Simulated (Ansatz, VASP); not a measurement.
Given: the input of a run of VASP 6.6.1 on Ag.

The input INCAR:

```
SYSTEM = Ag
  ALGO = Fast
  EDIFF = 1E-6
  ENCUT = 520
  ISIF = 2
  ISMEAR = -1
  LASPH = .True.
  LCHARG = .True.
  LELF = .True.
  LREAL = .False.
  LVHAR = .True.
  LWAVE = .False.
  NBANDS = 12
  NELM = 80
  PREC = Accurate
  SIGMA = 0.05
```

KPOINTS

```
k-points
0
Gamma
  11 11 11
  0 0 0
```

Contents of POSCAR:

```
Ag
1.0
    0.0000000000      2.0562785400      2.0562785400
    2.0562785400      0.0000000000      2.0562785400
    2.0562785400      2.0562785400      0.0000000000
Ag
1
Direct
    0.0000000000      0.0000000000      0.0000000000
```

Potentials or basis: VASP PAW LDA potentials, release 64 (Ag).

The run is started by

```sh
$ cat potpaw_LDA.64/Ag/POTCAR > POTCAR
$ mpirun -np 1 vasp_std > vasp.out
```

Set up the same calculation for Ansatz 0.2.0. Potentials there: all-electron LAPW, scalar-relativistic.

As run (the cutoff follows the program's own potentials):

File input.yaml:

```yaml
crystal:
  lattice:
    - [0.0, 2.05627854, 2.05627854]
    - [2.05627854, 0.0, 2.05627854]
    - [2.05627854, 2.05627854, 0.0]
  atoms:
    - { symbol: Ag, position: [0.0, 0.0, 0.0] }
kpoints:
  mp_grid: { grid: [11, 11, 11] }
scf:
  occupations: { method: fermi_dirac, width: 0.05 }
hamiltonian:
  xc: lda
  pseudopotentials: { kind: all_electron, lapw: { basis_error: 0.001 } }
output:
  forces: true
  stress: true
  eigenvalues: true
```

Potentials or basis: all-electron LAPW, scalar-relativistic.

The run is started by

```bash
$ ansatz run input.yaml --threads 1 --pin off --max-ram 3072MiB --backend cpu --events-out ev --progress --plain --runs-dir out
```

Both were run:

|  | VASP | Ansatz | Ansatz less VASP |
| --- | --- | --- | --- |
| gap on the k mesh at the Fermi level (eV) | none | none | - |
| pressure (GPa) | -9.1 | -9.3 | -0.28 |

A gap of «none» marks a metal or a gap that the smearing closes. Ansatz ran all-electron here, so the differences hold the error of VASP's frozen core and of both bases.
